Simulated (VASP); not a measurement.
# Te2Mo in VASP: settings compared

The runs below take Te2Mo through work function, with PBEsol, HSE06.

Program: VASP 6.6.1. These are calculated values, not measurements. Logs are shortened: lines on timing, memory, paths and dates and some standing lists are left out, and cuts for length are marked.

### 1 The sheet as given

The cell holds a sheet with vacuum, 3 atoms: a = 3.462 Å, b = 3.462 Å, c = 19.620 Å, α = 90.00°, β = 90.00°, γ = 120.00°.

The cell was built by a generator and needn't be a form met in nature.

### 2 Work function, PBEsol

File INCAR:

```
SYSTEM = Te2Mo
PREC = Accurate
ENCUT = 520
EDIFF = 1E-7
ISMEAR = 0
SIGMA = 0.03
LREAL = .FALSE.
LASPH = .TRUE.
NELM = 80
ALGO = Normal
ISIF = 2
LWAVE = .FALSE.
LCHARG = .TRUE.
LDIPOL = .TRUE.
IDIPOL = 3
DIPOL = 0.5 0.5 0.500
GGA = PS
LVHAR = .TRUE.
LVACPOTAV = .TRUE.
KPAR = 4
```

File KPOINTS:

```
Automatic mesh
0
G
  12 12 1
  0 0 0
```

File POSCAR:

```
Te2Mo                                   
1.0
    3.4623797029      0.0000000000      0.0000000000
   -1.7311898515      2.9985087790      0.0000000000
    0.0000000000      0.0000000000     19.6200000000
  Te              Mo            
     2     1
Direct
     0.6666669999999968    0.3333330000000032    0.4076364213791699
     0.6666669999999968    0.3333330000000032    0.5923635786208299
     0.3333330000000032    0.6666669999999968    0.5000000000000000
```

Potentials or basis: VASP PAW PBE potentials, release 64 (Te, Mo_sv).

On the command line:

```console
cat potpaw_PBE.64/Te/POTCAR potpaw_PBE.64/Mo_sv/POTCAR > POTCAR
mpirun -np 4 vasp_std > vasp.out
```

OUTCAR:

```text
SYSTEM = Te2Mo
   PREC = Accurate
   ENCUT = 520
   EDIFF = 1E-7
   ISMEAR = 0
   LREAL = .FALSE.
   LASPH = .TRUE.
   NELM = 80
   ISIF = 2
   GGA = PS

 ion  position               nearest neighbor table
   1  0.667  0.333  0.408-   3 2.70   3 2.70   3 2.70   2 3.62
   2  0.667  0.333  0.592-   3 2.70   3 2.70   3 2.70   1 3.62
   3  0.333  0.667  0.500-   2 2.70   1 2.70   2 2.70   1 2.70   2 2.70   1 2.70

  LATTYP: Found a hexagonal cell.
 ALAT       =     3.4623797029
 C/A-ratio  =     5.6666228674

  Lattice vectors:

 A1 = (   3.4623797029,   0.0000000000,   0.0000000000)
 A2 = (  -1.7311898515,   2.9985087790,   0.0000000000)
 A3 = (   0.0000000000,   0.0000000000,  19.6200000000)

Analysis of symmetry for initial positions (statically):
=====================================================================
 Subroutine PRICEL returns:
 Original cell was already a primitive cell.

 Routine SETGRP: Setting up the symmetry group for a
 hexagonal supercell.

 Subroutine GETGRP returns: Found 12 space group operations
 (whereof 12 operations were pure point group operations)
 out of a pool of 24 trial point group operations.

The static configuration has the point symmetry D_3h.

Analysis of symmetry for dynamics (positions and initial velocities):
=====================================================================
 Subroutine PRICEL returns:
 Original cell was already a primitive cell.

 Routine SETGRP: Setting up the symmetry group for a
 hexagonal supercell.

 Subroutine GETGRP returns: Found 12 space group operations
 (whereof 12 operations were pure point group operations)
 out of a pool of 24 trial point group operations.

The dynamic configuration has the point symmetry D_3h.

 Subroutine INISYM returns: Found 12 space group operations
 (whereof 12 operations are pure point group operations),
 and found     1 'primitive' translations

----------------------------------------------------------------------------------------

                                     Primitive cell

  volume of cell :     203.6944

  direct lattice vectors                    reciprocal lattice vectors
     3.462379703  0.000000000  0.000000000     0.288818699  0.166749553  0.000000000
    -1.731189851  2.998508779  0.000000000     0.000000000  0.333499107  0.000000000
     0.000000000  0.000000000 19.620000000     0.000000000  0.000000000  0.050968400

[... 84 lines left out ...]
   NFREE  =      0    steps in history (QN), initial steepest desc. (CG)
   ISIF   =      2    stress and relaxation
   ISYM   =      2    0-nonsym 1-usesym 2-fastsym
   POTIM  = 0.5000    time-step for ionic-motion
   TEBEG  =    0.0;   TEEND  =   0.0 temperature during run
   PSTRESS=    0.0 pullay stress
   NELECT =      26.0000    total number of electrons
   NUPDOWN=      -1.0000    fix difference up-down
   EMIN   =  10.00;   EMAX   =-10.00  energy-range for DOS
   EFERMI =   0.00;   METHOD = LEGACY
   ISMEAR =     0;   SIGMA  =   0.03  broadening in eV -4-tet -1-fermi 0-gaus
   EFERMI_NEDOS =   21; number of points for ismear=-14 and -15
   IALGO  =     38    algorithm
   IMIX   =      4    mixing-type and parameters
     AMIX     =   0.40;   BMIX     =  1.00
     AMIX_MAG =   1.60;   BMIX_MAG =  1.00
  volume/ion in A,a.u.               =      67.90       458.20
  Fermi-wavevector in a.u.,A,eV,Ry     =   0.824277  1.557657  9.244231  0.679432
  Thomas-Fermi vector in A             =   1.935933
   LORBIT       =      0    0 simple, 1 ext, 2 COOP (PROOUT), +10 PAW based schemes
   GGA     = PS    functional components
   LHFCALC =     F    Hartree Fock is set to
   AEXX    =    0.0000 exact exchange contribution
   IVDW    =     0    specifies the selected vdW correction
   LEPSILON=     F    determine dielectric tensor
   LRPA    =     F    only Hartree local field effects (RPA)
 non-spin polarized calculation
 Gauss-broadening in eV      SIGMA  =   0.03
  energy-cutoff  :      520.00
  volume of cell :      203.69
 maximum number of plane-waves:      5533
 NGX is ok and might be reduce to    28
   NGX = 13   NGY = 13   NGZ = 73

 dipolmoment           0.000000      0.000000     -0.000000 electrons x Angstroem

 number of electron      25.9999999 magnetization

 dipolmoment           0.000000      0.000000      0.000000 electrons x Angstroem

 Free energy of the ion-electron system (eV)
  ---------------------------------------------------
  ext. energy  EPLUGINS =         0.00000000
  ---------------------------------------------------
  free energy    TOTEN  =       -19.60891324 eV

  energy without entropy =      -19.60891324  energy(sigma->0) =      -19.60891324

 E-fermi :   0.0811     XC(G=0):  -4.3628

 val. band max:       -0.2123558803   @ k =   0.3333   0.3333   0.0000
 cond. band min:       1.0630472746   @ k =   0.3333   0.3333   0.0000
 fundamental gap:      1.2754031549
 Fermi energy:         0.0811143006

 k-point     1 :       0.0000    0.0000    0.0000
  band No.  band energies     occupation
      1     -60.7209      2.00000
      2     -34.9547      2.00000
      3     -34.7732      2.00000
      4     -34.7732      2.00000
      5     -13.0904      2.00000
      6     -12.1303      2.00000
[... 357 lines left out ...]
      4     -34.8722      2.00000
      5     -10.5055      2.00000
      6     -10.3518      2.00000
[... 9 lines left out ...]
     16       2.5305      0.00000
     17       4.1519      0.00000

------------------------ aborting loop because EDIFF is reached ----------------------------------------

  FORCE on cell =-STRESS in cart. coord.  units (eV):
  Direction    XX          YY          ZZ          XY          YZ          ZX
  --------------------------------------------------------------------------------------
  -------------------------------------------------------------------------------------
  Total        0.7047491      0.7047491      0.2239831     -0.0000000     -0.0000000      0.0000000
  in kB        5.5432704      5.5432704      1.7617600     -0.0000000     -0.0000000      0.0000000
  external PRESSURE =       4.2827669 kB  Pullay stress =       0.0000000 kB

 VOLUME and BASIS-vectors are now :
 -----------------------------------------------------------------------------
  energy-cutoff  :      520.00
  volume of cell :      203.69
      direct lattice vectors                 reciprocal lattice vectors
     3.462379703  0.000000000  0.000000000     0.288818699  0.166749553  0.000000000
    -1.731189851  2.998508779  0.000000000     0.000000000  0.333499107  0.000000000
     0.000000000  0.000000000 19.620000000     0.000000000  0.000000000  0.050968400

 POSITION                                       TOTAL-FORCE (eV/Angst)
 -----------------------------------------------------------------------------------
      1.73119      0.99950      7.99783         0.000000     -0.000000     -0.064350
      1.73119      0.99950     11.62217         0.000000      0.000000      0.064350
     -0.00000      1.99901      9.81000        -0.000000      0.000000      0.000000
 -----------------------------------------------------------------------------------
    total drift:                                0.002494     -0.001440      0.000000

  FREE ENERGIE OF THE ION-ELECTRON SYSTEM (eV)
  ---------------------------------------------------
  free  energy   TOTEN  =       -19.6089132368 eV

  energy  without entropy=      -19.6089132368  energy(sigma->0) =      -19.60891324

 vacuum level on the upper side and lower side of the slab         4.698         4.698
```

It took 57 s on 4 MPI ranks of AMD EPYC 7R13 (Zen 3), shared host; peak memory 0.36 GiB.

Results:

| Property | Result |
| --- | --- |
| Free energy | -19.6089 eV |
| Largest force | 0.064 eV/Å |
| Band gap on the k mesh | 1.28 eV, direct |
| Ionisation potential of the upper face | 4.91 eV |

Forces on the atoms (eV/Å):
```
Te   0.000  0.000 -0.064
Te   0.000  0.000  0.064
Mo   0.000  0.000  0.000
```

Caveat: the PAW data sets were made with another functional, which shifts forces and pressure a little; spin-orbit coupling is left out, which moves the levels of the heavy elements.

### 3 Work function, PBEsol, non-collinear spin, zero start, spin-orbit coupling

INCAR: that of step 2 with these lines changed.

```diff
@@ -13,2 +13,7 @@
 LCHARG = .TRUE.
+MAGMOM = 0 0 0 0 0 0 0 0 0
+LORBIT = 11
+LSORBIT = .TRUE.
+GGA_COMPAT = .FALSE.
+LMAXMIX = 4
 LDIPOL = .TRUE.
```

KPOINTS is that of step 2.

POSCAR is that of step 2.

Potentials or basis: VASP PAW PBE potentials, release 64 (Te, Mo_sv).

On the command line:

```console
cat potpaw_PBE.64/Te/POTCAR potpaw_PBE.64/Mo_sv/POTCAR > POTCAR
mpirun -np 4 vasp_ncl > vasp.out
```

OUTCAR:

```text
SYSTEM = Te2Mo
   PREC = Accurate
   ENCUT = 520
   EDIFF = 1E-7
   ISMEAR = 0
   LREAL = .FALSE.
   LASPH = .TRUE.
   NELM = 80
   ISIF = 2
   LORBIT = 11
   LSORBIT = .TRUE.
   GGA = PS

 ion  position               nearest neighbor table
   1  0.667  0.333  0.408-   3 2.70   3 2.70   3 2.70   2 3.62
   2  0.667  0.333  0.592-   3 2.70   3 2.70   3 2.70   1 3.62
   3  0.333  0.667  0.500-   2 2.70   1 2.70   2 2.70   1 2.70   2 2.70   1 2.70

  LATTYP: Found a hexagonal cell.
 ALAT       =     3.4623797029
 C/A-ratio  =     5.6666228674

  Lattice vectors:

 A1 = (   3.4623797029,   0.0000000000,   0.0000000000)
 A2 = (  -1.7311898515,   2.9985087790,   0.0000000000)
 A3 = (   0.0000000000,   0.0000000000,  19.6200000000)

Analysis of symmetry for initial positions (statically):
=====================================================================
 Subroutine PRICEL returns:
 Original cell was already a primitive cell.

 Routine SETGRP: Setting up the symmetry group for a
 hexagonal supercell.

 Subroutine GETGRP returns: Found 12 space group operations
 (whereof 12 operations were pure point group operations)
 out of a pool of 24 trial point group operations.

The static configuration has the point symmetry D_3h.

Analysis of symmetry for dynamics (positions and initial velocities):
=====================================================================
 Subroutine PRICEL returns:
 Original cell was already a primitive cell.

 Routine SETGRP: Setting up the symmetry group for a
 hexagonal supercell.

 Subroutine GETGRP returns: Found 12 space group operations
 (whereof 12 operations were pure point group operations)
 out of a pool of 24 trial point group operations.

The dynamic configuration has the point symmetry D_3h.

Analysis of structural, dynamic, and magnetic symmetry:
=====================================================================
 Subroutine PRICEL returns:
 Original cell was already a primitive cell.

 Routine SETGRP: Setting up the symmetry group for a
 hexagonal supercell.

 Subroutine GETGRP returns: Found 12 space group operations
 (whereof 12 operations were pure point group operations)
 out of a pool of 24 trial point group operations.

The overall configuration has the point symmetry D_3h.

 Subroutine INISYM returns: Found 12 space group operations
 (whereof 12 operations are pure point group operations),
 and found     1 'primitive' translations

----------------------------------------------------------------------------------------

                                     Primitive cell

  volume of cell :     203.6944

  direct lattice vectors                    reciprocal lattice vectors
     3.462379703  0.000000000  0.000000000     0.288818699  0.166749553  0.000000000
    -1.731189851  2.998508779  0.000000000     0.000000000  0.333499107  0.000000000
     0.000000000  0.000000000 19.620000000     0.000000000  0.000000000  0.050968400

  length of vectors
     3.462379703  3.462379702 19.620000000     0.333499107  0.333499107  0.050968400

  position of ions in fractional coordinates (direct lattice)
     0.666667000  0.333333000  0.407636421
     0.666667000  0.333333000  0.592363579
[... 132 lines left out ...]
  free energy    TOTEN  =       -19.90747783 eV

  energy without entropy =      -19.90747783  energy(sigma->0) =      -19.90747783

 E-fermi :   0.1168     XC(G=0):  -4.3630

 val. band max:       -0.0868481660   @ k =   0.3333   0.3333   0.0000
 cond. band min:       1.0531446501   @ k =   0.1667   0.1667   0.0000
 fundamental gap:      1.1399928160
 Fermi energy:         0.1167936567

 k-point     1 :       0.0000    0.0000    0.0000
  band No.  band energies     occupation
      1     -60.7049      1.00000
      2     -60.7049      1.00000
      3     -36.4490      1.00000
      4     -36.4490      1.00000
      5     -34.0887      1.00000
      6     -34.0887      1.00000
[... 877 lines left out ...]
     33       3.4183      0.00000
     34       3.4345      0.00000

 [... further k-points ...]

------------------------ aborting loop because EDIFF is reached ----------------------------------------

  FORCE on cell =-STRESS in cart. coord.  units (eV):
  Direction    XX          YY          ZZ          XY          YZ          ZX
  --------------------------------------------------------------------------------------
  -------------------------------------------------------------------------------------
  Total        0.7530661      0.7530661      0.2830787     -0.0000000      0.0000000      0.0000000
  in kB        5.9233123      5.9233123      2.2265827     -0.0000000      0.0000000      0.0000000
  external PRESSURE =       4.6910691 kB  Pullay stress =       0.0000000 kB

 VOLUME and BASIS-vectors are now :
 -----------------------------------------------------------------------------
  energy-cutoff  :      520.00
  volume of cell :      203.69
      direct lattice vectors                 reciprocal lattice vectors
     3.462379703  0.000000000  0.000000000     0.288818699  0.166749553  0.000000000
    -1.731189851  2.998508779  0.000000000     0.000000000  0.333499107  0.000000000
     0.000000000  0.000000000 19.620000000     0.000000000  0.000000000  0.050968400

 POSITION                                       TOTAL-FORCE (eV/Angst)
 -----------------------------------------------------------------------------------
      1.73119      0.99950      7.99783         0.000000     -0.000000     -0.080659
      1.73119      0.99950     11.62217         0.000000     -0.000000      0.080659
     -0.00000      1.99901      9.81000        -0.000000      0.000000      0.000000
 -----------------------------------------------------------------------------------
    total drift:                                0.002490     -0.001438      0.000000

  FREE ENERGIE OF THE ION-ELECTRON SYSTEM (eV)
  ---------------------------------------------------
  free  energy   TOTEN  =       -19.9074778338 eV

  energy  without entropy=      -19.9074778338  energy(sigma->0) =      -19.90747783

 vacuum level on the upper side and lower side of the slab         4.694         4.694

 Spin-Orbit-Coupling matrix elements

 Ion:    1  E_soc:     -0.1980732
 l=   1
     0.0000000    -0.0328066    -0.0329976
    -0.0328066     0.0000000    -0.0328066
    -0.0329976    -0.0328066     0.0000000
 l=   2
     0.0000000    -0.0000283     0.0000000    -0.0000283    -0.0001683
    -0.0000283     0.0000000    -0.0000900     0.0000356    -0.0000283
     0.0000000    -0.0000900     0.0000000    -0.0000900     0.0000000
    -0.0000283     0.0000356    -0.0000900     0.0000000    -0.0000283
    -0.0001683    -0.0000283     0.0000000    -0.0000283     0.0000000
 l=   3
     0.0000000     0.0000000     0.0000000     0.0000000     0.0000000     0.0000000     0.0000000
     0.0000000     0.0000000     0.0000000     0.0000000     0.0000000     0.0000000     0.0000000
     0.0000000     0.0000000     0.0000000     0.0000000     0.0000000     0.0000000     0.0000000
     0.0000000     0.0000000     0.0000000     0.0000000     0.0000000     0.0000000     0.0000000
[... 29 lines left out ...]
 l=   2
     0.0000000    -0.0005204     0.0000000    -0.0005204    -0.0041320
    -0.0005204     0.0000000    -0.0019991    -0.0005613    -0.0005204
     0.0000000    -0.0019991     0.0000000    -0.0019991     0.0000000
    -0.0005204    -0.0005613    -0.0019991     0.0000000    -0.0005204
    -0.0041320    -0.0005204     0.0000000    -0.0005204     0.0000000
 l=   3
     0.0000000     0.0000000     0.0000000     0.0000000     0.0000000     0.0000000     0.0000000
     0.0000000     0.0000000     0.0000000     0.0000000     0.0000000     0.0000000     0.0000000
     0.0000000     0.0000000     0.0000000     0.0000000     0.0000000     0.0000000     0.0000000
     0.0000000     0.0000000     0.0000000     0.0000000     0.0000000     0.0000000     0.0000000
     0.0000000     0.0000000     0.0000000     0.0000000     0.0000000     0.0000000     0.0000000
     0.0000000     0.0000000     0.0000000     0.0000000     0.0000000     0.0000000     0.0000000
     0.0000000     0.0000000     0.0000000     0.0000000     0.0000000     0.0000000     0.0000000

 total charge

# of ion       s       p       d       tot
------------------------------------------
    1        1.384   1.991   0.066   3.441
    2        1.384   1.991   0.066   3.441
    3        2.260   6.156   4.025  12.441
--------------------------------------------------
tot          5.028  10.138   4.157  19.323

 magnetization (x)

# of ion       s       p       d       tot
------------------------------------------
    1        0.000   0.000   0.000   0.000
    2        0.000  -0.000  -0.000  -0.000
    3       -0.000  -0.000   0.000  -0.000
--------------------------------------------------
tot          0.000  -0.000   0.000  -0.000

 magnetization (y)

# of ion       s       p       d       tot
------------------------------------------
    1        0.000  -0.000   0.000  -0.000
    2        0.000   0.000   0.000   0.000
    3       -0.000   0.000   0.000   0.000
--------------------------------------------------
tot         -0.000  -0.000   0.000  -0.000

 magnetization (z)

# of ion       s       p       d       tot
------------------------------------------
    1        0.000  -0.000  -0.000  -0.000
    2       -0.000  -0.000  -0.000  -0.000
    3        0.000   0.000   0.000   0.000
--------------------------------------------------
tot         -0.000  -0.000  -0.000  -0.000
```

Wall time 6.7 min (4 MPI ranks of AMD EPYC 7R13 (Zen 3), shared host); peak memory 1.1 GiB.

What came out:

- Free energy: -19.9075 eV
- Largest force: 0.081 eV/Å
- Net moment: 0.00 μB per cell
- Valence electrons inside the program's atomic spheres: Te 3.44; Mo 12.44
- Work function of the upper face: 4.58 eV
- Work function of the lower face: 4.58 eV

Forces on the atoms (eV/Å):
```
Te   0.000  0.000 -0.081
Te   0.000  0.000  0.081
Mo   0.000  0.000  0.000
```

Moments on the atoms (μB; x, y, z):
```
Te  0.00 0.00 0.00
Te  0.00 0.00 0.00
Mo  0.00 0.00 0.00
```

Caveat: the PAW data sets were made with another functional, which shifts forces and pressure a little.

(Part 1 of 2 ends here.)
